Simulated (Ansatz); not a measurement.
# BN (Qingsongite): the cost of one run

All numbers are computed with Ansatz 0.2.0, driven from Python. Level of theory: DFT PBEsol, plane waves, PAW.

## (1) Starting point

The structure is cubic, space group F-43m (No. 216). The conventional cell has a = 3.615 Å, b = 3.615 Å, c = 3.615 Å, α = 90.00°, β = 90.00°, γ = 90.00°. B (site symmetry -43m) is surrounded by 4 N at 1.57 Å. N (site symmetry -43m) is surrounded by 4 B at 1.57 Å.

The script holds or builds the structure itself.

## (2) The script

File elastic_bn.py:

```python
"""Elastic constants of BN."""

import ansatz as az
import numpy as np


def main() -> None:
    system = (
        az.Lattice.of((0.0, 1.8075, 1.8075), (1.8075, 0.0, 1.8075), (1.8075, 1.8075, 0.0))
        .atom("B", (0.0, 0.0, 0.0))
        .atom("N", (0.25, 0.25, 0.25))
    )

    base = (
        system.calculation()
        .functional("pbesol")
        .occupations(az.OccupationsMethod.FIXED)
        .kpoints(11, 11, 11)
    )
    outcome = base.elastic("clamped_ion").run(threads=1)
    elastic = outcome.elastic

    print(np.array2string(np.round(elastic.c_gpa, 1) + 0.0, suppress_small=True))
    print("Voigt stress of the unstrained cell (GPa, tension positive):", np.round(elastic.sigma0_gpa, 3) + 0.0)
    print("smallest eigenvalue of C:", round(elastic.stability.min_eigenvalue_gpa, 1), "GPa; stable:", elastic.stability.stable)
    # averaged moduli need a positive definite tensor
    if elastic.stability.min_eigenvalue_gpa > 0:
        m = elastic.moduli
        anisotropy = 5 * m.g_voigt_gpa / m.g_reuss_gpa + m.k_voigt_gpa / m.k_reuss_gpa - 6
        print(f"Voigt K {m.k_voigt_gpa:.1f} G {m.g_voigt_gpa:.1f}; Reuss K {m.k_reuss_gpa:.1f} G {m.g_reuss_gpa:.1f}; universal anisotropy index {anisotropy:.3f}")


if __name__ == "__main__":
    main()
```

## (3) The calls as engine input

The engine receives this input:

```yaml
crystal:
  lattice:
    - [0.0, 1.8075, 1.8075]
    - [1.8075, 0.0, 1.8075]
    - [1.8075, 1.8075, 0.0]
  atoms:
    - { symbol: B, position: [0.0, 0.0, 0.0] }
    - { symbol: "N", position: [0.25, 0.25, 0.25] }
kpoints:
  mp_grid:
    grid: [11, 11, 11]
hamiltonian:
  xc: pbesol
scf:
  occupations:
    method: fixed
elastic:
  mode: clamped_ion
```

## (4) Running it

On the command line:

```console
python elastic_bn.py
```

Q: Estimate wall time and peak memory on 1 thread of Intel Xeon Platinum 8488C (Sapphire Rapids), shared host.

About 12 s, with a peak of 0.41 GiB.
